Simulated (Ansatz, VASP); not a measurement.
# Pd in VASP and in Ansatz

```
Pd
1.0
    -1.57228    1.57228    1.57228
     1.57228   -1.57228    1.57228
     1.57228    1.57228   -1.57228
Pd
1
Cartesian
  0.0000 0.0000 0.0000
```

This isn't the form of Pd at room conditions, which is fcc.

Alike in both runs: task relaxation of cell and atoms; functional PBE; dispersion D4; k mesh 12 × 12 × 12; occupations fermi-dirac, width 0.05 eV; no spin polarisation.

|  | VASP | Ansatz |
| --- | --- | --- |
| version | VASP 6.6.1 | Ansatz 0.2.0 |
| potentials or method | VASP PAW PBE potentials, release 64 (Pd) | Ansatz PAW |
| plane-wave cutoff (eV) | 600 | 420 |
| valence electrons in the cell | 10 | 18 |

```tsv
	VASP	Ansatz	Ansatz less VASP
gap on the k mesh at the Fermi level, each at its own relaxed structure (eV)	none	none	-
relaxed volume (Å³/atom)	14.99	15.02	+0.026
relaxed cell length with the largest relative difference (Å)	2.691	2.692	+0.0015
energy change over the relaxation (meV/atom)	-11	-10	+1.3
```

A gap of «none» marks a metal or a gap that the smearing closes. The two sets of potentials don't hold the same shells in valence.

Caveats: pairwise dispersion overbinds metals, which lowers pressure and volume; the plane-wave basis is chosen anew once the cell has moved, so the energies of steps on either side of that aren't comparable (Ansatz).
